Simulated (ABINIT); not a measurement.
# ZnS (Wurtzite-2H) (P6_3mc) in ABINIT: settings compared

Aim: see how the results for ZnS (Wurtzite-2H) move with the level of theory and the settings. Levels: LDA, PBE. Tasks: single point.

Everything below comes from runs of ABINIT 10.8.3 (patched build). Logs are shortened: lines on timing, memory, paths and dates and some standing lists are left out, and cuts for length are marked. The log counts tension as positive stress, the text compression.

**Measured values to compare with.**

A printed reference work, monograph reports, for a bulk crystal of ZnS at 4 K: band gap 3.911 eV (direct).

The results are compared with them further down.

## Step 1: The crystal as given

It takes space group P6_3mc (No. 186, hexagonal). Conventional cell: a = 3.811 Å, b = 3.811 Å, c = 6.234 Å, α = 90.00°, β = 90.00°, γ = 120.00°. Zn (site symmetry 3m) is surrounded by 4 S at 2.31 to 2.40 Å. Around S (site symmetry 3m) lie 4 Zn at 2.31 to 2.40 Å.

## Step 2: Single point, LDA

run.abi reads:

```
# Pseudopotentials
pp_dirpath "./"
pseudos "Zn.upf, S.upf"

# Structure
acell 3*1.0 Angstrom
rprim
     3.8110000000     0.0000000000     0.0000000000
    -1.9055000000     3.3004228138     0.0000000000
     0.0000000000     0.0000000000     6.2340000000
ntypat 2
znucl 30 16
natom 4
typat 1 1 2 2
xred
     0.6666666667     0.3333333333     0.5000000000
     0.3333333333     0.6666666667     0.0000000000
     0.6666666667     0.3333333333     0.8850000000
     0.3333333333     0.6666666667     0.3850000000

# Plane-wave basis
ecut 30.0

# k points
kptopt 1
ngkpt 6 6 4
nshiftk 1
shiftk 0.0 0.0 0.0

# Exchange and correlation
ixc 7

# Bands and occupations
nband 32
occopt 3
tsmear 0.00183747

# SCF cycle
nstep 100
tolvrs 1.0e-10

# Output
iomode 3
prtwf 0
prtden 0
prteig 0
prtebands 0
enunit 2
```

Potentials or basis: PseudoDojo NC SR LDA v0.4.1 standard.

The run is started by

```sh
abinit run.abi > log 2>&1
```

run.abo:

```text
.Version 10.8.3 of ABINIT
 Symmetries : space group P6_3 m c (#186); Bravais hP (primitive hexag.)
================================================================================
 Values of the parameters that define the memory need of the present run
     intxc =       0    ionmov =       0      iscf =       7    lmnmax =       6
     lnmax =       6     mgfft =      60  mpssoang =       3    mqgrid =    3001
     natom =       4  nloc_mem =       1    nspden =       1   nspinor =       1
    nsppol =       1      nsym =      12    n1xccc =    2501    ntypat =       2
    occopt =       3   xclevel =       1
       mpw =        4170          nfft =       77760          nkpt =          21
================================================================================
================================================================================

--------------------------------------------------------------------------------
------------- Echo of variables that govern the present computation ------------
--------------------------------------------------------------------------------
 -outvars: echo values of preprocessed input variables --------
            acell      1.8897261259E+00  1.8897261259E+00  1.8897261259E+00 Bohr
              amu      6.53900000E+01  3.20660000E+01
             ecut      3.00000000E+01 Hartree
           enunit           2
              ixc           7
         kptrlatt        6    0    0      0    6    0      0    0    4
          kptrlen      4.32104776E+01
            natom           4
            nband          32
            ngfft          36      36      60
             nkpt          21
            nstep         100
             nsym          12
           ntypat           2
           occopt           3
           prtden           0
        prtebands           0
           prteig           0
            prtwf           0
            rprim      3.8110000000E+00  0.0000000000E+00  0.0000000000E+00
                      -1.9055000000E+00  3.3004228138E+00  0.0000000000E+00
                       0.0000000000E+00  0.0000000000E+00  6.2340000000E+00
          spgroup         186
           tolvrs      1.00000000E-10
           tsmear      1.83747000E-03 Hartree
            typat      1  1  2  2
           xangst      1.9055000000E+00  1.1001409379E+00  3.1170000000E+00
                      -1.2540273692E-16  2.2002818759E+00  0.0000000000E+00
                       1.9055000000E+00  1.1001409379E+00  5.5170900000E+00
                      -1.2540273692E-16  2.2002818759E+00  2.4000900000E+00
            xcart      3.6008731329E+00  2.0789650726E+00  5.8902763345E+00
                      -2.3697682822E-16  4.1579301452E+00  0.0000000000E+00
                       3.6008731329E+00  2.0789650726E+00  1.0425789112E+01
                      -2.3697682822E-16  4.1579301452E+00  4.5355127775E+00
             xred      6.6666666667E-01  3.3333333333E-01  5.0000000000E-01
                       3.3333333333E-01  6.6666666667E-01  0.0000000000E+00
                       6.6666666667E-01  3.3333333333E-01  8.8500000000E-01
                       3.3333333333E-01  6.6666666667E-01  3.8500000000E-01
            znucl       30.00000   16.00000

================================================================================

 chkinp: Checking input parameters for consistency.

================================================================================
== DATASET  1 ==================================================================

--- !DatasetInfo
iteration_state: {dtset: 1, }
dimensions: {natom: 4, nkpt: 21, mband: 32, nsppol: 1, nspinor: 1, nspden: 1, mpw: 4170, }
cutoff_energies: {ecut:  30.0, pawecutdg:  -1.0, }
electrons: {nelect:   5.20000000E+01, charge:   0.00000000E+00, occopt:   3.00000000E+00, tsmear:   1.83747000E-03, }
meta: {optdriver: 0, ionmov: 0, optcell: 0, iscf: 7, paral_kgb: 0, }
...

 Exchange-correlation functional for the present dataset will be:
  LDA: Perdew-Wang 92 LSD fit to Ceperley-Alder data - ixc=7
  J.P.Perdew and Y.Wang, PRB 45, 13244 (1992)

 Real(R)+Recip(G) space primitive vectors, cartesian coordinates (Bohr,Bohr^-1):
 R(1)=  7.2017463  0.0000000  0.0000000  G(1)=  0.1388552  0.0801681  0.0000000
 R(2)= -3.6008731  6.2368952  0.0000000  G(2)=  0.0000000  0.1603362  0.0000000
 R(3)=  0.0000000  0.0000000 11.7805527  G(3)=  0.0000000  0.0000000  0.0848857
 Unit cell volume ucvol=  5.2914163E+02 bohr^3
[... 67 lines left out ...]
pressure_GPa:  -4.1719E+01
xred      :
- [  6.6667E-01,   3.3333E-01,   5.0000E-01, Zn]
- [  3.3333E-01,   6.6667E-01,   0.0000E+00, Zn]
- [  6.6667E-01,   3.3333E-01,   8.8500E-01,  S]
- [  3.3333E-01,   6.6667E-01,   3.8500E-01,  S]
cartesian_forces: # hartree/bohr
- [ -0.00000000E+00,  -0.00000000E+00,   5.74487360E-03, ]
- [ -0.00000000E+00,  -0.00000000E+00,   5.74487360E-03, ]
- [ -1.49555129E-28,  -8.63456938E-29,  -5.74487360E-03, ]
- [  1.49555129E-28,   8.63456938E-29,  -5.74487360E-03, ]
force_length_stats: {min:   5.74487360E-03, max:   5.74487360E-03, mean:   5.74487360E-03, }
...

 Integrated electronic density in atomic spheres:
 ------------------------------------------------
 Atom  Sphere_radius  Integrated_density
    1        2.00000         18.16195143
    2        2.00000         18.16195143
    3        2.00000          3.92651506
    4        2.00000          3.92651506
================================================================================

 ----iterations are completed or convergence reached----

 Mean square residual over all n,k,spin=   78.268E-08; max=  23.295E-05
 reduced coordinates (array xred) for    4 atoms
       0.666666666667      0.333333333333      0.500000000000
       0.333333333333      0.666666666667      0.000000000000
       0.666666666667      0.333333333333      0.885000000000
       0.333333333333      0.666666666667      0.385000000000
 rms dE/dt=  3.9074E-02; max dE/dt=  6.7665E-02; dE/dt below (all hartree)
    1       0.000000000000      0.000000000000     -0.067690240205
    2       0.000000000000      0.000000000000     -0.067690240205
    3       0.000000000000      0.000000000000      0.067665331952
    4      -0.000000000000      0.000000000000      0.067665331952

 cartesian coordinates (angstrom) at end:
    1      1.90550000000000     1.10014093793333     3.11700000000000
    2     -0.00000000000000     2.20028187586667     0.00000000000000
    3      1.90550000000000     1.10014093793333     5.51709000000000
    4     -0.00000000000000     2.20028187586667     2.40009000000000

 cartesian forces (hartree/bohr) at end:
    1     -0.00000000000000    -0.00000000000000     0.00574487360488
    2     -0.00000000000000    -0.00000000000000     0.00574487360488
    3     -0.00000000000000    -0.00000000000000    -0.00574487360488
    4      0.00000000000000     0.00000000000000    -0.00574487360488
 frms,max,avg= 3.3168043E-03 5.7448736E-03   0.000E+00  0.000E+00  1.057E-06 h/b

 cartesian forces (eV/Angstrom) at end:
    1     -0.00000000000000    -0.00000000000000     0.29541327835328
    2     -0.00000000000000    -0.00000000000000     0.29541327835328
    3     -0.00000000000000    -0.00000000000000    -0.29541327835328
    4      0.00000000000000     0.00000000000000    -0.29541327835328
 frms,max,avg= 1.7055694E-01 2.9541328E-01   0.000E+00  0.000E+00  5.436E-05 e/A
 length scales=  1.889726125908  1.889726125908  1.889726125908 bohr
              =  1.000000000000  1.000000000000  1.000000000000 angstroms
 Fermi (or HOMO) energy (hartree) =   0.16536   Average Vxc (hartree)=  -0.37964
 Eigenvalues (hartree) for nkpt=  21  k points:
 kpt#   1, nband= 32, wtk=  0.00694, kpt=  0.0000  0.0000  0.0000 (reduced coord)
  -4.45117   -4.45117   -2.77737   -2.77737   -2.77721   -2.77721   -2.77705   -2.77700
  -0.35634   -0.32161   -0.11303   -0.11303   -0.11108   -0.11108   -0.11024   -0.09601
  -0.09601   -0.09296   -0.09296   -0.08637   -0.06518    0.09578    0.09578    0.12742
   0.12742    0.12807    0.20084    0.22968    0.35312    0.35312    0.36440    0.40226
      occupation numbers for kpt#   1
   2.00000    2.00000    2.00000    2.00000    2.00000    2.00000    2.00000    2.00000
   2.00000    2.00000    2.00000    2.00000    2.00000    2.00000    2.00000    2.00000
   2.00000    2.00000    2.00000    2.00000    2.00000    2.00000    2.00000    2.00000
   2.00000    2.00000    0.00000    0.00000    0.00000    0.00000    0.00000    0.00000
 prteigrs : prtvol=0 or 1, do not print more k-points.

 Fermi (or HOMO) energy (eV) =   4.49962   Average Vxc (eV)= -10.33064
 Eigenvalues (   eV  ) for nkpt=  21  k points:
 kpt#   1, nband= 32, wtk=  0.00694, kpt=  0.0000  0.0000  0.0000 (reduced coord)
-121.12254 -121.12253  -75.57608  -75.57608  -75.57172  -75.57172  -75.56748  -75.56596
  -9.69654   -8.75140   -3.07559   -3.07559   -3.02276   -3.02276   -2.99970   -2.61268
  -2.61268   -2.52946   -2.52946   -2.35027   -1.77354    2.60639    2.60639    3.46714
   3.46714    3.48499    5.46524    6.24988    9.60878    9.60878    9.91577   10.94596
 prteigrs : prtvol=0 or 1, do not print more k-points.

--- !EnergyTerms
iteration_state     : {dtset: 1, }
comment             : Components of total free energy in Hartree
kinetic             :  1.91878773795564E+02
hartree             :  1.83837879918950E+02
xc                  : -5.06127770049444E+01
Ewald energy        : -2.14807532279883E+02
psp_core            :  6.95312135154157E+00
local_psp           : -4.64280000247965E+02
non_local_psp       : -9.29797747433329E+01
internal            : -4.40010309210069E+02
'-kT*entropy'       : -4.41004672327690E-12
total_energy        : -4.40010309210074E+02
total_energy_eV     : -1.19732904761288E+04
band_energy         : -5.39956205707233E+01
...

 Cartesian components of stress tensor (hartree/bohr^3)
  sigma(1 1)=  1.40069353E-03  sigma(3 2)=  0.00000000E+00
  sigma(2 2)=  1.40069353E-03  sigma(3 1)=  0.00000000E+00
  sigma(3 3)=  1.45258841E-03  sigma(2 1)=  0.00000000E+00

-Cartesian components of stress tensor (GPa)         [Pressure= -4.1719E+01 GPa]
- sigma(1 1)=  4.12098265E+01  sigma(3 2)=  0.00000000E+00
- sigma(2 2)=  4.12098265E+01  sigma(3 1)=  0.00000000E+00
- sigma(3 3)=  4.27366265E+01  sigma(2 1)=  0.00000000E+00

== END DATASET(S) ==============================================================
================================================================================

 -outvars: echo values of variables after computation  --------
            acell      1.8897261259E+00  1.8897261259E+00  1.8897261259E+00 Bohr
           etotal     -4.4001030921E+02
            fcart     -0.0000000000E+00 -0.0000000000E+00  5.7448736049E-03
                      -0.0000000000E+00 -0.0000000000E+00  5.7448736049E-03
                      -1.4955512865E-28 -8.6345693783E-29 -5.7448736049E-03
                       1.4955512865E-28  8.6345693783E-29 -5.7448736049E-03
            rprim      3.8110000000E+00  0.0000000000E+00  0.0000000000E+00
                      -1.9055000000E+00  3.3004228138E+00  0.0000000000E+00
                       0.0000000000E+00  0.0000000000E+00  6.2340000000E+00
           strten      1.4006935314E-03  1.4006935316E-03  1.4525884103E-03
                       0.0000000000E+00  0.0000000000E+00  0.0000000000E+00
           xangst      1.9055000000E+00  1.1001409379E+00  3.1170000000E+00
                      -1.2540273692E-16  2.2002818759E+00  0.0000000000E+00
                       1.9055000000E+00  1.1001409379E+00  5.5170900000E+00
                      -1.2540273692E-16  2.2002818759E+00  2.4000900000E+00
             xred      6.6666666667E-01  3.3333333333E-01  5.0000000000E-01
                       3.3333333333E-01  6.6666666667E-01  0.0000000000E+00
                       6.6666666667E-01  3.3333333333E-01  8.8500000000E-01
                       3.3333333333E-01  6.6666666667E-01  3.8500000000E-01
 Calculation completed.
```

Run time: 2 min. Hardware: 1 thread of Arm Neoverse V1, shared host; peak memory 0.1 GiB.

What came out:

| Quantity | Value |
| --- | --- |
| Free energy | -11973.2905 eV |
| Largest force | 0.295 eV/Å |
| Band gap on the k mesh | 1.98 eV, direct |
| Valence electrons inside the program's atomic spheres | Zn 18.16; S 3.93 |

Forces on the atoms (eV/Å):
```
Zn   0.000  0.000  0.295
Zn   0.000  0.000  0.295
S    0.000  0.000 -0.295
S    0.000  0.000 -0.295
```

Caveat: the cutoff is too short for stress, so the log's stress isn't used.

(Continued in part 2 of 2.)
